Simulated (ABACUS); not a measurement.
Sb:

```
Sb
1.0
     2.15420    1.24373    3.75800
    -2.15420    1.24373    3.75800
     0.00000   -2.48746    3.75800
Sb
2
Direct
  0.76651 0.76651 0.76651
  0.23349 0.23349 0.23349
```

Base run:

- Program: ABACUS 3.10.1
- Functional: PBE
- Potentials or basis: SSSP 1.3 efficiency PBE
- Cutoff: 748 eV
- Density cutoff: 5987 eV
- Basis: plane waves
- k mesh: 6 × 6 × 6
- Occupations: fermi-dirac, width 0.05 eV
- Spin: no spin polarisation

Its results: band gap on the k mesh none (metal or under the smearing width); pressure 2.8 GPa; largest force 0.078 eV/Å.

Question: The run is repeated on the same cell with these changes: functional from PBE to PBEsol; potentials or basis from SSSP 1.3 efficiency PBE to PseudoDojo NC SR 0.4.1 PBEsol standard; cutoff from 748 eV to 1102 eV; density cutoff from 5987 eV to 4408 eV. What comes out?

Answer: Band gap on the k mesh none (metal or under the smearing width); pressure 0.1 GPa; largest force 0.040 eV/Å.

Not every run made on this cell is shown here.
